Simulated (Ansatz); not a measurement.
**KCl: stress in a strained cell**

KCl is deformed so: equal xx and yy strain of -1 %. What stress and forces result, by LAPW, PAW and all-electron datasets made for the crystal?

Program: Ansatz 0.2.0. Level of theory: DFT LDA, scalar-relativistic. These are calculated values, not measurements.

## Step 1: The system as given

Symmetry: Fm-3m, No. 225, cubic system. The conventional cell has a = 6.312 Å, b = 6.312 Å, c = 6.312 Å, α = 90.00°, β = 90.00°, γ = 90.00°. K (site symmetry m-3m) has 6 Cl at 3.16 Å as nearest neighbours. Cl (site symmetry m-3m) has 6 K at 3.16 Å as nearest neighbours.

Coordinates:

```cif
data_structure
_symmetry_space_group_name_H-M 'Fm-3m'
_symmetry_Int_Tables_number 225
_cell_length_a 6.3122
_cell_length_b 6.3122
_cell_length_c 6.3122
_cell_angle_alpha 90.000
_cell_angle_beta 90.000
_cell_angle_gamma 90.000
_cell_volume 251.50
loop_
_atom_site_label
_atom_site_type_symbol
_atom_site_symmetry_multiplicity
_atom_site_Wyckoff_symbol
_atom_site_fract_x
_atom_site_fract_y
_atom_site_fract_z
_atom_site_occupancy
K1 K 4 a 0.00000 0.00000 0.00000 1
Cl1 Cl 4 b 0.50000 0.00000 0.00000 1
```

The file gives the conventional cell by its symmetry; the runs use the cell typed in the input.

Atoms are numbered in the order of the input: K1, Cl2.

## Step 2: After the deformation

Space group Fm-3m before, I4/mmm after.

## Step 3: Full-potential LAPW

The input, input.yaml:

```yaml
crystal:
  lattice:
    - [0.0, 3.124539, 3.1561]
    - [3.124539, 0.0, 3.1561]
    - [3.124539, 3.124539, 0.0]
  atoms:
    - { symbol: K, position: [0.0, 0.0, 0.0] }
    - { symbol: Cl, position: [0.5, 0.5, 0.5] }
kpoints:
  mp_grid: { grid: [7, 7, 7] }
  band_path:
    path:
      - [0.0, 0.0, 0.0]
      - [0.0, 0.5, 0.5]
      - [0.25, 0.75, 0.5]
      - [0.0, 0.5, 0.0]
      - [0.0, 0.0, 0.0]
      - [0.5, 0.5, 0.0]
      - [0.3725125, 0.6274875, 0.0]
      - [-0.3725125, 0.3725125, 0.0]
      - [0.0, 0.0, 0.0]
    npoints: 5
scf:
  occupations: { method: fermi_dirac, width: 0.03 }
hamiltonian:
  xc: lda
  pseudopotentials: { kind: all_electron, lapw: { basis_error: 0.001 } }
output:
  forces: true
  stress: true
  eigenvalues: true
```

On the command line:

```
$ ansatz run input.yaml --threads 1 --pin off --max-ram 3072MiB --backend cpu --events-out ev --progress --plain --runs-dir out
```

## Step 4: PAW on the default files

The input, input.yaml:

```yaml
crystal:
  lattice:
    - [0.0, 3.124539, 3.1561]
    - [3.124539, 0.0, 3.1561]
    - [3.124539, 3.124539, 0.0]
  atoms:
    - { symbol: K, position: [0.0, 0.0, 0.0] }
    - { symbol: Cl, position: [0.5, 0.5, 0.5] }
kpoints:
  mp_grid: { grid: [7, 7, 7] }
scf:
  occupations: { method: fermi_dirac, width: 0.03 }
hamiltonian:
  xc: lda
  pseudopotentials: { kind: paw }
output:
  forces: true
  stress: true
  eigenvalues: true
  efg: { contact_densities: true }
```

## Step 5: All-electron PAW on datasets made for the crystal

input.yaml, as its differences from that of step 4:

```diff
@@ -14,3 +14,3 @@
   xc: lda
-  pseudopotentials: { kind: paw }
+  pseudopotentials: { kind: all_electron, datasets: crystal }
 output:
```

(Steps that only read results are left out.)

What does the calculation give? Wanted: pressure; largest shear or deviatoric stress.

As calculated:

| quantity | value |
| --- | --- |
| pressure | LAPW -1.80, PAW -1.80, crystal datasets -1.80 GPa |
| largest shear or deviatoric stress (LAPW) | 0.20 GPa |

In words: The largest part of the stress beyond the pressure is 0.20 GPa in size, in the zz component; the atoms are carried along and not relaxed. No run of the undeformed cell stands beside it, so the pressure holds what the given cell had before the change. PAW: stress within 0.01 GPa of LAPW. Crystal datasets: stress within 0.01 GPa of LAPW.
